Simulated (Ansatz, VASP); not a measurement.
Given: the input of a run of VASP 6.6.1 on Sn.

The input INCAR:

```
SYSTEM = Sn
  ALGO = Normal
  EDIFF = 1E-7
  ENCUT = 520
  GGA = PS
  ISIF = 2
  ISMEAR = -1
  LASPH = .TRUE.
  LCHARG = .FALSE.
  LREAL = .FALSE.
  LWAVE = .FALSE.
  NBANDS = 13
  NELM = 80
  PREC = Accurate
  SIGMA = 0.05
```

The input KPOINTS:

```
k-points
0
G
  10 10 10
  0 0 0
```

POSCAR

```
Sn
1.0
   -1.8690452773      1.8690452773      1.8690452773
    1.8690452773     -1.8690452773      1.8690452773
    1.8690452773      1.8690452773     -1.8690452773
Sn
1
Direct
    0.0000000000      0.0000000000      0.0000000000
```

Potentials or basis: VASP PAW PBE potentials, release 64 (Sn_d).

Launch:

```sh
$ cat potpaw_PBE.64/Sn_d/POTCAR > POTCAR
$ mpirun -np 1 vasp_std > vasp.out
```

Set up the same calculation for Ansatz 0.2.0. Potentials there: Ansatz PAW.

As run (the cutoff follows the program's own potentials):

input.yaml

```yaml
crystal:
  lattice:
    - [-1.8690452773, 1.8690452773, 1.8690452773]
    - [1.8690452773, -1.8690452773, 1.8690452773]
    - [1.8690452773, 1.8690452773, -1.8690452773]
  atoms:
    - { symbol: Sn, position: [0.0, 0.0, 0.0] }
hamiltonian:
  xc: pbesol
  pseudopotentials: { kind: paw }
kpoints:
  mp_grid: { grid: [10, 10, 10] }
scf:
  occupations: { method: fermi_dirac, width: 0.05 }
output:
  forces: true
  stress: true
  eigenvalues: true
```

Potentials or basis: Ansatz PAW.

Launch:

```console
$ ansatz run input.yaml --threads 1 --pin off --max-ram 3584MiB --backend cpu --events-out ev --progress --plain --runs-dir out
```

Both were run:

|  | VASP | Ansatz | Ansatz less VASP |
| --- | --- | --- | --- |
| gap on the k mesh at the Fermi level (eV) | none | none | - |
| pressure (GPa) | -0.3 | -0.3 | +0.06 |

A gap of «none» marks a metal or a gap that the smearing closes.

Caveats: the PAW data sets were made with another functional, which shifts forces and pressure a little (VASP); the PAW data sets come from PBE, with cores solved anew for the run's functional, which leaves a small shift of forces and pressure (Ansatz).
